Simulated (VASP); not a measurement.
Sb:

```
Sb
1.0
     0.00000    2.37124    2.37124
     2.37124    0.00000    2.37124
     2.37124    2.37124    0.00000
Sb
1
Cartesian
  0.0000 0.0000 0.0000
```

This isn't the form of Sb at room conditions, which is rhombohedral.

- Program: VASP 6.6.1
- Task: single point
- Functional: PBE
- Potentials or basis: VASP PAW PBE potentials, release 64 (Sb)
- Cutoff: 520 eV
- k mesh: 10 × 10 × 10
- Occupations: fermi-dirac, width 0.05 eV
- Spin: no spin polarisation

On this cell: pressure 1.7 GPa; band gap on the k mesh none (metal or under the smearing width).

The same run follows on a disturbed copy (cell strained at random at fixed volume):

```
CELL_PARAMETERS angstrom
-0.01676 2.38071 2.40165
2.36975 0.04435 2.34054
2.40963 2.35947 0.00447
ATOMIC_POSITIONS crystal
Sb 0.99246 0.01309 0.98926
```

Problem. What changes?

Solution. The energy (extrapolated to zero smearing) moves by -2.0 meV/atom; pressure 1.6 GPa; band gap on the k mesh none (metal or under the smearing width).

Stress tensor (GPa, compression positive):
```
1.72 0.41 0.22
0.41 1.77 0.07
0.22 0.07 1.36
```

The energy falls, though the first cell shows no forces: that form is unstable against this distortion, unless noise or another electronic state is at work.
